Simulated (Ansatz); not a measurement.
# BaS: the cost of one run

Computed with Ansatz 0.2.0 (DFT r²SCAN, frozen-core PAW, scalar-relativistic unless said, unless a step's input says otherwise).

## Step 1: The structure to begin with

It takes space group Fm-3m (No. 225, cubic). Conventional cell: a = 6.388 Å, b = 6.388 Å, c = 6.388 Å, α = 90.00°, β = 90.00°, γ = 90.00°. Ba (site symmetry m-3m) is surrounded by 6 S at 3.19 Å. S (site symmetry m-3m) has 6 Ba at 3.19 Å as nearest neighbours.

Coordinates:

```
Ba S
1.0
     3.19375    3.19375    0.00000
    -3.19375    3.19375    0.00000
     0.00000    3.19375    3.19375
Ba S
1 1
Direct
  0.00000 0.00000 0.00000
  0.50000 0.50000 0.00000
```

Cartesian axes are those of the input's lattice vectors. The structure goes back to a database entry.

## Step 2: Cell and atoms relaxed, PAW

Contents of input.yaml:

```yaml
crystal:
  lattice:
    - [3.19375, 3.19375, 0.0]
    - [-3.19375, 3.19375, 0.0]
    - [0.0, 3.19375, 3.19375]
  atoms:
    - { symbol: Ba, position: [0.0, 0.0, 0.0] }
    - { symbol: S, position: [0.5, 0.5, 0.0] }
kpoints:
  mp_grid: { grid: [10, 10, 10] }
scf:
  occupations: { method: fermi_dirac, width: 0.08 }
hamiltonian:
  xc: r2scan
  pseudopotentials: { kind: paw }
relax:
  f_tol: 0.002
  max_steps: 80
  cell: {}
output:
  forces: true
  stress: true
```

Launch:

```bash
ansatz run input.yaml --threads 1 --pin off --max-ram 3072MiB --backend cpu --events-out ev --progress --plain --runs-dir out
```

Q: Estimate wall time and peak memory on 1 thread of Intel Xeon 6975P-C (Granite Rapids), shared host.

About 9.8 s, with a peak of 0.63 GiB.
